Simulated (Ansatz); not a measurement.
# RuCl2 (1T sheet): how robust is the cRPA U?

Aim: hold the target of a cRPA run on RuCl2 (1T sheet) and move one thing at a time.

Program: Ansatz 0.2.0. Level of theory: constrained RPA on LDA, plane waves, PAW. Results are calculated unless marked as measured.

### Step 1. The starting structure

The cell holds 3 atoms: 1 Ru and 2 Cl. Cell: a = 3.515 Å, b = 3.515 Å, c = 30.112 Å, α = 90.0°, β = 90.0°, γ = 120.0°. Vacuum lies along c.

The structure was relaxed with LDA. The structure was generated from a model, not taken from a measurement. The runs that relaxed it are not among those shown. The program's search for lower electronic states was switched off, so nothing shows that the state found is the lowest. The default PAW set here is soft_2. Its files were made with PBE. The Coulomb interaction is cut off across the vacuum.

### Step 2. Base: Ru eg, bands c1 to c2, 6×6×1 mesh, medium accuracy

Constrained RPA screens the interaction with every transition except those inside the target bands, which a later many-body model would treat itself.

input.yaml reads:

```yaml
crystal:
  lattice:
    - [0.0, 2.48539647, 2.48539647]
    - [2.48539647, -2.48539647, 0.0]
    - [17.38503569, 17.38503569, -17.38503569]
  atoms:
    - { symbol: Ru, position: [0.0, 0.0, 0.3180797022] }
    - { symbol: Cl, position: [0.3333333333, 0.6666666667, 0.3575110389] }
    - { symbol: Cl, position: [0.6666666667, 0.3333333333, 0.2786483655] }
  periodic: [true, true, false]
kpoints:
  mp_grid: { grid: [12, 12, 1] }
hamiltonian:
  xc: lda
scf:
  occupations: { method: gaussian, width: 0.08 }
  n_extra_bands: 19
  max_iter: 150
  lower_state_search: "off"
output:
  crpa:
    kmesh: [6, 6, 1]
    target_bands: [c1, c2]
    projections: [{ species: Ru, l: d, shell: 4, orbitals: [dz2, dx2-y2] }]
  local_orbitals:
    kmesh: [12, 12, 1]
    orbitals: [{ species: Ru, l: d, shell: 4, orbitals: [dz2, dx2-y2] }]
    window: { bands: [c1, c2] }
    seedname: lo
```

Run with:

```console
$ ansatz run input.yaml --threads 4 --pin off --max-ram 14745MiB --backend cpu --events-out ev --progress --plain --runs-dir out
```

Numbers of over 12 decimals in the logs are rounded to 6 here.

What it wrote:

```text
scf.n_extra_bands = 19 over 15 filled bands (N_el = 30.0): the run solves 34 bands
Engine: ansatz 0.2.0, aarch64-unknown-linux-gnu
Pseudopotentials: kind: paw
Pseudopotential: Ru, paw, valence charge 16, recommended cutoff 420 eV (normal), Ru.paw.azcp
Pseudopotential: Cl, paw, valence charge 7, recommended cutoff 420 eV (normal), Cl.paw.azcp
Functional definition: SPW92
  exchange = slater_x
  correlation = pw_c
Crystal: 3 atoms, lattice volume = 322.172 Å³
Basis set: ecut = 420 eV, 6239 PW (Γ)
Bands: 34, of which v1, the nominal top of the filled ones, is band 15 counted from 1 (14 counted from 0)
Symmetry: 12 space group operations
Space group: P-3m1 (ITA 164), of the structure as read, at distance tolerance 6.9e-5 Å
k-points: 19 of 144
Non-local potential: Ru, projectors of the file, l = 0: 3, l = 1: 2, l = 2: 2, l = 3: 1
Non-local potential: Cl, projectors of the file, l = 0: 2, l = 1: 2, l = 2: 2
PAW form: soft (Blöchl's): semilocal exchange-correlation on the pseudo side does not see the compensation charge
PAW frozen core: Ru, regenerated for the run's functional, and the local potential with it (the file was generated under x = pbe(κ = 0.804, μ = 0.219515), c = pbe(β = 0.066725))
PAW frozen core: Cl, regenerated for the run's functional, and the local potential with it (the file was generated under x = pbe(κ = 0.804, μ = 0.219515), c = pbe(β = 0.066725))
PAW one-centre angular grid: Ru, 590 points (default); XC on 64 Gauss nodes
PAW one-centre angular grid: Cl, 110 points (default); XC on 64 Gauss nodes
Initial density: superposition of atomic densities (neutral atoms: chi_scale 0, normalization atom), corrected by the library's trained network
Initial wavefunctions: pseudopotential atomic-orbital guess
Functional: x = slater, c = lda
SCF iter   1: F=—  HF=-7847.272398 eV  |F-HF|=—  |Δ(HF+E_count)|=         —  Δρ=4.26e-3  dr2=3.44e-2  ethr=1.77e-3  ⟨swp⟩=10.6  Hψ=4907  notcnv=0  defer=154
preconditioner: auto → none  [insulator: Δε(μ)=1.145 eV  Ē_g=14.324 eV  σ=0.080 eV  W_gap=1.00  n_scr=16 (ndim 8)  ℏωp=9.7 eV  f_vac=0.803  D(μ)=0.00/eV (n_scr^D=0)  ε∞_Penn≈1.5]
SCF iter   2: F=—  HF=-7847.263352 eV  |F-HF|=—  |Δ(HF+E_count)|=   9.05e-3  Δρ=1.72e-3  dr2=3.55e-3  ethr=1.15e-4  ⟨swp⟩=3.4  Hψ=1267  notcnv=0  defer=189
SCF iter   3: F=—  HF=-7847.263435 eV  |F-HF|=—  |Δ(HF+E_count)|=   8.32e-5  Δρ=6.47e-4  dr2=9.81e-4  ethr=1.18e-5  ⟨swp⟩=3.3  Hψ=781  notcnv=0  defer=189
SCF iter   4: F=—  HF=-7847.263660 eV  |F-HF|=—  |Δ(HF+E_count)|=   2.25e-4  Δρ=4.43e-4  dr2=1.17e-3  ethr=3.27e-6  ⟨swp⟩=2.8  Hψ=722  notcnv=0  defer=189
SCF iter   5: F=—  HF=-7847.263460 eV  |F-HF|=—  |Δ(HF+E_count)|=   2.00e-4  Δρ=7.44e-5  dr2=9.11e-6  ethr=3.27e-6  ⟨swp⟩=3.1  Hψ=656  notcnv=0  defer=189
SCF iter   6: F=—  HF=-7847.263471 eV  |F-HF|=—  |Δ(HF+E_count)|=   1.08e-5  Δρ=1.82e-5  dr2=4.87e-7  ethr=3.04e-8  ⟨swp⟩=3.5  Hψ=1043  notcnv=0  defer=247
SCF iter   7: F=-7847.263472 eV  HF=-7847.263472 eV  |F-HF|=2.70e-8  |Δ(HF+E_count)|=   1.16e-6  Δρ=3.99e-6  dr2=2.58e-8  ethr=3.33e-10  ⟨swp⟩=21.7  Hψ=5773  notcnv=0
SCF 1 converged in 7 iterations: F = -7847.263472 eV  dr2 = 2.58e-8
[...]
NSCF: frozen V_eff on 22 k-points
NSCF: frozen V_eff on 7 k-points
[...]
cRPA screening: q 1/36
cRPA screening: q 2/36
cRPA screening: q 8/36 (q-point 3)
cRPA screening: q 14/36 (q-point 4)
cRPA screening: q 17/36 (q-point 8)
cRPA screening: q 23/36 (q-point 9)
cRPA screening: q 35/36 (q-point 15)
SCF converged after 7 iterations
Free energy (F): -7847.263472 eV
Harris-Foulkes:  -7847.263472 eV  (|F-HF|=2.70e-8)
Internal energy: -7847.263472 eV  (E = F + TS)
E sigma→0 (E₀):  -7847.263472 eV
Fermi energy:    -4.440842 eV
--- Per-component energies (eV) ---
  E_band       = -685.343691
  E_kinetic    = 841.825515
  E_local      = -51281.317254  (includes V_loc(G=0)·N_el)
  E_nonlocal   = 413.254243
  E_hartree    = 25022.895923
  E_xc         = -400.767024
  E_vxc        = -481.087741  (∫ρ·V_xc dr)
  E_paw        = -4593.760779  (= ΣΔE_a)
  E_vpaw       = -223.806992  (= ΣTr[D̂ρ^β])
  E_aug_tail   = -0.000042  (compensation charges beyond the density's cutoff)
  E_ewald      = 22149.653277
  E_core_change = 0.952668  (= ΣΔE_core)
  E_smearing   = -0.000000  (= −TS)
  E_closure    = -0.000000  (closes the sum)
  Σ components = -7847.263472   (vs F -7847.263472, Δ=0.00e0)
--- Band table (eV; the first three rows and the last of 19) ---
  k-point 0: bands = [... 11 lower, -8.5964, -6.5424, -6.5424, -5.1432, -3.0114, -3.0114, -1.2157 (-1.2157°), -0.4740 (-0.4755°), ... 15 higher]
  k-point 1: bands = [... 11 lower, -8.7385, -6.4339, -6.3516, -5.1041, -3.2832, -3.0872, -1.0158 (-1.0159°), -0.3380 (-0.3399°), ... 15 higher]
  k-point 2: bands = [... 11 lower, -8.5477, -6.3130, -5.9665, -5.0373, -3.7205, -3.2420, -0.5065 (-0.5066°), -0.0211 (-0.0228°), ... 15 higher]
  k-point 18: bands = [... 11 lower, -9.8587, -6.0887, -5.3004, -5.3004, -3.4650, -3.4650, 2.3886, 2.7202, ... 15 higher]
  ° read free of the cell's end (the report's vacuum.weakly_bound_levels)
  °? not known for the slab's own: over its row's bound_up_to_ev there, or no deeper under its free states than its continued_xc_part_ev in size
--- cRPA (band scheme, projected local orbitals): target bands 16..17 (1-based), 2 Wannier function(s), 6×6×1 mesh, 34 bands' worth read of 39 solved, ecut_chi 136.0 eV, v(q+G=0) probe_charge, pair densities all_electron ---
  χ-basis size per q: N_G = 1150..1180
  window electrons = 0.0000, filled by tetrahedron_uncorrected; constrained ε̄⁻¹(q = 0, 0) head = 0.587035; min gauge Gram eig = 0.4820
  Kanamori averages over each shell's own Wannier functions (sites counted from 0, functions from 1):
    Site 0, 4D, 2 of 5 d orbitals (Wannier functions 1, 2; wannier90's mr 1, 4):
      screened: U = 2.4255 eV, U' = 1.8952 eV, J = 0.2651 eV
      screened, to within: U = 9.1e-3 eV, U' = 9.1e-3 eV, J = 4.0e-4 eV
      bare: V = 10.0552 eV, V' = 9.1589 eV, J = 0.4482 eV
  Hermiticity witness max|P − P†| over intra, direct and exchange elements: 5.33e-15 eV (screened), 6.76e-18 eV (bare)
  Reality witness max|Im| over intra, direct and exchange elements: 6.80e-17 eV (screened), 3.38e-18 eV (bare)
```

Run time: 72 s. Hardware: 4 threads of Arm Neoverse V1, shared host; peak memory 1.7 GiB; 4.5 min of CPU time.

Reading the cycles: dr2 is the Hartree energy of the density residual (eV), the measure of convergence; HF is the Harris–Foulkes estimate of the energy, which meets the free energy F at convergence.

Numbers from this step:

- U: 2.426 eV
- U prime (inter-orbital): 1.895 eV
- J: 0.2651 eV
- bare V: 10.06 eV
- bare J: 0.4482 eV
- stated bound on U: 0.009005 eV
- U over bare V: 0.2412
- electrons in the window: 0
- head of the constrained inverse dielectric matrix: 0.5870
- least eigenvalue of the projection's overlap: 0.4820
- target functions: 2
- bands in the sums: 34
- r.m.s. miss of the model bands: 3.03e-4 eV
- width of the target bands: 0.9075 eV
- weight of the projected orbitals in the window: 0.6020

On the Ru eg shell, screening brings the on-site interaction from 10.1 eV down to U = 2.43 eV.

### Step 3. Changed: 9×9×1 mesh

input.yaml: that of step 2 with these lines changed.

```diff
@@ -21,9 +21,4 @@
   crpa:
-    kmesh: [6, 6, 1]
+    kmesh: [9, 9, 1]
     target_bands: [c1, c2]
     projections: [{ species: Ru, l: d, shell: 4, orbitals: [dz2, dx2-y2] }]
-  local_orbitals:
-    kmesh: [12, 12, 1]
-    orbitals: [{ species: Ru, l: d, shell: 4, orbitals: [dz2, dx2-y2] }]
-    window: { bands: [c1, c2] }
-    seedname: lo
```

What it wrote:

```text
[...]
Crystal: 3 atoms, lattice volume = 322.172 Å³
Basis set: ecut = 420 eV, 6239 PW (Γ)
Bands: 34, of which v1, the nominal top of the filled ones, is band 15 counted from 1 (14 counted from 0)
Symmetry: 12 space group operations
[...]
k-points: 19 of 144
[...]
SCF iter   1: F=—  HF=-7847.272398 eV  |F-HF|=—  |Δ(HF+E_count)|=         —  Δρ=4.26e-3  dr2=3.44e-2  ethr=1.77e-3  ⟨swp⟩=10.6  Hψ=4907  notcnv=0  defer=154
[...]
SCF iter   7: F=-7847.263472 eV  HF=-7847.263472 eV  |F-HF|=2.70e-8  |Δ(HF+E_count)|=   1.16e-6  Δρ=3.99e-6  dr2=2.58e-8  ethr=3.33e-10  ⟨swp⟩=21.7  Hψ=5773  notcnv=0
SCF 1 converged in 7 iterations: F = -7847.263472 eV  dr2 = 2.58e-8
[...]
NSCF: frozen V_eff on 12 k-points
[...]
cRPA screening: q 1/81
cRPA screening: q 2/81
cRPA screening: q 8/81 (q-point 3)
cRPA screening: q 14/81 (q-point 4)
cRPA screening: q 20/81 (q-point 5)
[...]
Internal energy: -7847.263472 eV  (E = F + TS)
E sigma→0 (E₀):  -7847.263472 eV
Fermi energy:    -4.440842 eV
[...]
--- Band table (eV; the first three rows and the last of 19) ---
  k-point 0: bands = [... 11 lower, -8.5964, -6.5424, -6.5424, -5.1432, -3.0114, -3.0114, -1.2157 (-1.2157°), -0.4740 (-0.4755°), ... 15 higher]
  k-point 1: bands = [... 11 lower, -8.7385, -6.4339, -6.3516, -5.1041, -3.2832, -3.0872, -1.0158 (-1.0159°), -0.3380 (-0.3399°), ... 15 higher]
  k-point 2: bands = [... 11 lower, -8.5477, -6.3130, -5.9665, -5.0373, -3.7205, -3.2420, -0.5065 (-0.5066°), -0.0211 (-0.0228°), ... 15 higher]
  k-point 18: bands = [... 11 lower, -9.8587, -6.0887, -5.3004, -5.3004, -3.4650, -3.4650, 2.3886, 2.7202, ... 15 higher]
  ° read free of the cell's end (the report's vacuum.weakly_bound_levels)
[...]
χ-basis size per q: N_G = 1143..1187
[...]
Site 0, 4D, 2 of 5 d orbitals (Wannier functions 1, 2; wannier90's mr 1, 4):
      screened: U = 2.4202 eV, U' = 1.8908 eV, J = 0.2647 eV
      screened, to within: U = 7.7e-3 eV, U' = 7.7e-3 eV, J = 3.7e-4 eV
      bare: V = 10.0227 eV, V' = 9.1277 eV, J = 0.4475 eV
[...]
[key lines of the parts left out:]
SCF converged after 7 iterations
Free energy (F): -7847.263472 eV
```

Run time: 3 min. Hardware: 4 threads; peak memory 1.9 GiB; 11 min of CPU time.

This step gave:

```
U                                                 : 2.420 eV
U prime (inter-orbital)                           : 1.891 eV
J                                                 : 0.2647 eV
bare V                                            : 10.02 eV
bare J                                            : 0.4475 eV
stated bound on U                                 : 0.007611 eV
U over bare V                                     : 0.2415
electrons in the window                           : 0
head of the constrained inverse dielectric matrix : 0.6025
least eigenvalue of the projection's overlap      : 0.4820
target functions                                  : 2
bands in the sums                                 : 34
width of the target bands                         : 0.9075 eV
weight of the projected orbitals in the window    : 0.6020
```

On the Ru eg shell, screening brings the on-site interaction from 10.0 eV down to U = 2.42 eV.

### Step 4. Changed: 3×3×1 mesh

input.yaml: that of step 3 with these lines changed.

```diff
@@ -21,3 +21,3 @@
   crpa:
-    kmesh: [9, 9, 1]
+    kmesh: [3, 3, 1]
     target_bands: [c1, c2]
```

What it wrote:

```text
[...]
Crystal: 3 atoms, lattice volume = 322.172 Å³
Basis set: ecut = 420 eV, 6239 PW (Γ)
Bands: 34, of which v1, the nominal top of the filled ones, is band 15 counted from 1 (14 counted from 0)
Symmetry: 12 space group operations
[...]
k-points: 19 of 144
[...]
° read free of the cell's end (the report's vacuum.weakly_bound_levels)
[...]
χ-basis size per q: N_G = 1150..1167
[...]
Site 0, 4D, 2 of 5 d orbitals (Wannier functions 1, 2; wannier90's mr 1, 4):
      screened: U = 2.5131 eV, U' = 1.9661 eV, J = 0.2735 eV
      screened, to within: U = 8.5e-3 eV, U' = 8.5e-3 eV, J = 4.5e-4 eV
      bare: V = 10.3686 eV, V' = 9.4529 eV, J = 0.4579 eV
[...]
[key lines of the parts left out:]
SCF converged after 7 iterations
Free energy (F): -7847.263472 eV
Fermi energy:    -4.440842 eV
```

It took 24 s on 4 threads; peak memory 1.6 GiB.

This step gave:

```yaml
u: 2.513 eV
u_prime_inter_orbital: 1.966 eV
j: 0.2735 eV
bare_v: 10.37 eV
bare_j: 0.4579 eV
stated_bound_on_u: 0.008460 eV
u_over_bare_v: 0.2424
electrons_in_the_window: 0
head_of_the_constrained_inverse_dielectric_matrix: 0.5661
least_eigenvalue_of_the_projection_s_overlap: 0.4820
target_functions: 2
bands_in_the_sums: 34
width_of_the_target_bands: 0.9075 eV
weight_of_the_projected_orbitals_in_the_window: 0.6020
```

On the Ru eg shell, screening brings the on-site interaction from 10.4 eV down to U = 2.51 eV.

### Step 5. Changed: smooth pair densities

input.yaml: that of step 4 with these lines changed.

```diff
@@ -21,4 +21,5 @@
   crpa:
-    kmesh: [3, 3, 1]
+    kmesh: [6, 6, 1]
     target_bands: [c1, c2]
     projections: [{ species: Ru, l: d, shell: 4, orbitals: [dz2, dx2-y2] }]
+    pair_densities: pseudo
```

What it wrote:

```text
[...]
Crystal: 3 atoms, lattice volume = 322.172 Å³
Basis set: ecut = 420 eV, 6239 PW (Γ)
Bands: 34, of which v1, the nominal top of the filled ones, is band 15 counted from 1 (14 counted from 0)
Symmetry: 12 space group operations
[...]
k-points: 19 of 144
[...]
° read free of the cell's end (the report's vacuum.weakly_bound_levels)
[...]
χ-basis size per q: N_G = 1150..1180
[...]
Site 0, 4D, 2 of 5 d orbitals (Wannier functions 1, 2; wannier90's mr 1, 4):
      screened: U = 2.4339 eV, U' = 1.8925 eV, J = 0.2707 eV
      screened, to within: U = 7.8e-3 eV, U' = 7.8e-3 eV, J = 2.8e-4 eV
      screened, sum over states alone: U = 2.6423 eV, U' = 1.9561 eV, J = 0.3431 eV
      bare: V = 10.0552 eV, V' = 9.1589 eV, J = 0.4482 eV
[...]
[key lines of the parts left out:]
SCF converged after 7 iterations
Free energy (F): -7847.263472 eV
Fermi energy:    -4.440842 eV
```

Run time: 63 s. Hardware: 4 threads; peak memory 1.7 GiB; 4 min of CPU time.

This step gave:

```
U                                                 : 2.434 eV
U prime (inter-orbital)                           : 1.892 eV
J                                                 : 0.2707 eV
bare V                                            : 10.06 eV
bare J                                            : 0.4482 eV
stated bound on U                                 : 0.007751 eV
U over bare V                                     : 0.2421
electrons in the window                           : 0
head of the constrained inverse dielectric matrix : 0.5872
least eigenvalue of the projection's overlap      : 0.4820
target functions                                  : 2
bands in the sums                                 : 34
width of the target bands                         : 0.9075 eV
weight of the projected orbitals in the window    : 0.6020
```

On the Ru eg shell, screening brings the on-site interaction from 10.1 eV down to U = 2.43 eV.

### Step 6. Changed: sums over states

input.yaml: that of step 5 with these lines changed.

```diff
@@ -24,2 +24,4 @@
     projections: [{ species: Ru, l: d, shell: 4, orbitals: [dz2, dx2-y2] }]
-    pair_densities: pseudo
+    accuracy: sum_over_states
+    n_empty_bands: 30
+    ecut_chi: 250
```

What it wrote:

```text
[...]
Crystal: 3 atoms, lattice volume = 322.172 Å³
Basis set: ecut = 420 eV, 6239 PW (Γ)
Bands: 34, of which v1, the nominal top of the filled ones, is band 15 counted from 1 (14 counted from 0)
Symmetry: 12 space group operations
[...]
k-points: 19 of 144
[...]
χ-basis size per q: N_G = 2860..2927
[...]
U and J over all bands: no bound (output.crpa.accuracy: sum_over_states); those below are of the sums over the bands read on the sphere of ecut_chi, with what the atoms add
[...]
Site 0, 4D, 2 of 5 d orbitals (Wannier functions 1, 2; wannier90's mr 1, 4):
      screened: U = 2.5595 eV, U' = 1.9381 eV, J = 0.3107 eV
      bare: V = 10.0552 eV, V' = 9.1589 eV, J = 0.4482 eV
[...]
[key lines of the parts left out:]
SCF converged after 7 iterations
Free energy (F): -7847.263472 eV
Fermi energy:    -4.440842 eV
```

Elapsed: 30 s, on 4 threads; peak memory 1.1 GiB; 1.8 min of CPU time.

This variant gives U = 2.56 eV against 2.43 eV. It is a finite sum over empty states with no bound on its error and stays out of the table below.

[end of part 1 of 2]

[Paths, hosts, dates, memory and timing lines, banners, echoed tables and standing remarks are left out of the program output.]

[Logs are printed without paths, hosts, clocks, repeated set-up lines and the standing remarks that a program may print on its own settings, such as how far it seeks lower states.]

[Runs of the session that timed out or met a known fault of the program may be left out.]

[Hosts, paths, dates, database ids (printed as entryN), source tags and the programs' standing remarks are cut or masked in the printed files.]
